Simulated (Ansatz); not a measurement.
AlSb (zinc blende, F-43m), PBE (plane waves, PAW; program Ansatz). The conduction-band minimum lies at L, with 4 equivalent valleys. Second derivatives d²E/dk² of the lowest band at one valley (eV·Å²), along Cartesian directions:

```json
[
 {"direction": "[100]", "d²E/dk²": "45.94"},
 {"direction": "[010]", "d²E/dk²": "45.94"},
 {"direction": "[001]", "d²E/dk²": "45.94"},
 {"direction": "[110]", "d²E/dk²": "25.34"},
 {"direction": "[101]", "d²E/dk²": "66.50"},
 {"direction": "[011]", "d²E/dk²": "66.50"}
]
```

Problem. Find the principal effective masses, the density-of-states mass and the conductivity mass.

Solution. Off-diagonal terms follow from H_xy = H[110] − (H_xx + H_yy)/2, and m*/mₑ = 7.620 eV·Å² over each eigenvalue: 0.11, 0.11, 1.6. One valley's DOS mass (m₁m₂m₃)^(1/3) = 0.28, conductivity mass 3/(Σ 1/mᵢ) = 0.17 mₑ.

Problem. What effective density of states Nc follows at 300 K for parabolic valleys?

Solution. Nc = 2.509e19 × 4 × (0.28)^(3/2) ≈ 1.5e19 cm⁻³.

The cell was relaxed with PBE under the symmetry of its start; of distortions, only those at the zone centre were tested. Spin–orbit coupling is left out wherever it is not named.

Potentials: the later of the program's two PAW sets.

Edges and masses are those of Kohn–Sham bands, whose gap is no quasiparticle gap.
